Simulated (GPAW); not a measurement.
Runs of GPAW 26.7.0 on MgO. The structure is cubic, space group Fm-3m (No. 225). Conventional cell: a = 4.194 Å, b = 4.194 Å, c = 4.194 Å, α = 90.00°, β = 90.00°, γ = 90.00°. Mg (site symmetry m-3m) is surrounded by 6 O at 2.10 Å. O (site symmetry m-3m) is surrounded by 6 Mg at 2.10 Å. The cell is a database's computed one.

```csv
task,level,potentials or basis,cell,smearing,optimizer,fmax,max steps,convergence,band path,gap on the mesh (eV),pressure (GPa),relaxed volume (Å³/atom)
relaxation of cell and atoms,PBEsol,"PAW data sets generated in the run's folder for this functional, pw",relaxed,fermi-dirac 0.05 eV,BFGS,0.02 eV/Å,60,density=1e-05 forces=0.0001,-,4.60,0.0,9.40
relaxation of cell and atoms,RPBE,"the program's PAW data sets (release 1.2.1) made for this functional, pw",relaxed,fermi-dirac 0.05 eV,BFGS,0.01 eV/Å,60,density=1e-05 forces=0.0001,-,4.31,0.0,9.93
single point,PBE,"GPAW PAW data sets (gpaw-data 1.2.1), pw",as given,gaussian 0.019 eV,-,-,-,-,-,4.89,7.0,-
single point,PBE,"GPAW PAW data sets (gpaw-data 1.2.1), pw",as given,gaussian 0.013 eV,-,-,-,-,-,4.89,7.0,-
band structure,PBE,"GPAW PAW data sets (gpaw-data 1.2.1), pw",as given,fermi-dirac 0.05 eV,-,-,-,-,"GXWKGLUWLK,UX",4.89,7.0,-
single point,PBE,"GPAW PAW data sets (gpaw-data 1.2.1), pw",as given,gaussian 0.027 eV,-,-,-,-,-,4.89,7.0,-
band structure,LDA,"the program's PAW data sets (release 1.2.1) made for this functional, pw",as given,fermi-dirac 0.05 eV,-,-,-,-,"GXWKGLUWLK,UX",(a),-3.7,-
band structure,BLYP,"PAW data sets generated in the run's folder for this functional, pw",as given,fermi-dirac 0.05 eV,-,-,-,-,"GXWKGLUWLK,UX",(b),8.6,-
```

Alike in all rows: no spin polarisation; k mesh 11 × 11 × 11; cutoff (eV) 800.

Q: Estimate the missing entries.

A: (a) 4.80; (b) 5.17.

Caveats: later steps reuse the first step's grids (some runs).

